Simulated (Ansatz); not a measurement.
BN:

```
N B
1.0
     0.00000    3.49532    2.16609
     1.25163    0.00000    2.16609
     1.25163    3.49532    0.00000
N B
1 1
Cartesian
  1.2516 3.4953 2.8881
  1.2516 3.4953 0.0002
```

Measurements of this composition are mostly on another form, of space group No. 194.

```yaml
Program: Ansatz 0.2.0
Task: relaxation of cell and atoms
Functional: HSE06
Potentials_or_basis: Ansatz PAW
Cutoff: "420 eV (not typed: the program's choice for these potentials)"
k_mesh: 7 × 7 × 7
Occupations: fermi-dirac, width 0.05 eV
Spin: no spin polarisation
```

At the start: volume 9.48 Å³/atom.

Question: Where does the relaxation end?

Answer: It ends after 20 steps and the volume is 10.88 Å³/atom (+14.8 %); space group Fmm2 (No. 42, to 0.05 Å).

Step by step:
```csv
step,energy change (eV),largest force (eV/Å),volume (Å³)
1,0.0000,0.0102,18.95
2,-0.0025,0.0039,19.30
3,-0.0025,0.0020,19.67
4,-0.0025,0.0012,19.70
5,-0.0064,0.0012,19.70
6,-0.0064,0.0029,20.09
7,-0.0054,0.0036,20.47
8,-0.0088,0.0037,20.47
9,-0.0082,0.0022,20.83
10,-0.0077,0.0008,20.99
11,-0.0096,0.0007,20.99
12,-0.0091,0.0000,21.22
13,-0.0087,0.0002,21.34
14,-0.0100,0.0002,21.34
15,-0.0095,0.0003,21.55
16,-0.0093,0.0002,21.59
17,-0.0101,0.0002,21.59
18,-0.0099,0.0000,21.69
19,-0.0097,0.0001,21.75
20,-0.0101,0.0000,21.75
```

Final structure:
```xyz
2
Lattice="0.0000 4.0339 2.1608 1.2478 0.0000 2.1608 1.2478 4.0339 0.0000" Properties=species:S:1:pos:R:3 pbc="T T T"
N     1.2478    4.0339    2.8811
B     1.2478    4.0339    0.0001
```

Caveat: the k mesh is coarse (spacing up to 0.43 Å⁻¹), so the values aren't converged, least of all with exact exchange; the plane-wave basis is chosen anew once the cell has moved, so the energies of steps on either side of that aren't comparable; the pressure holds a Pulay correction of +0.4 GPa for the finite cutoff; the PAW data sets come from PBE, with cores solved anew for the run's functional, which leaves a small shift of forces and pressure.
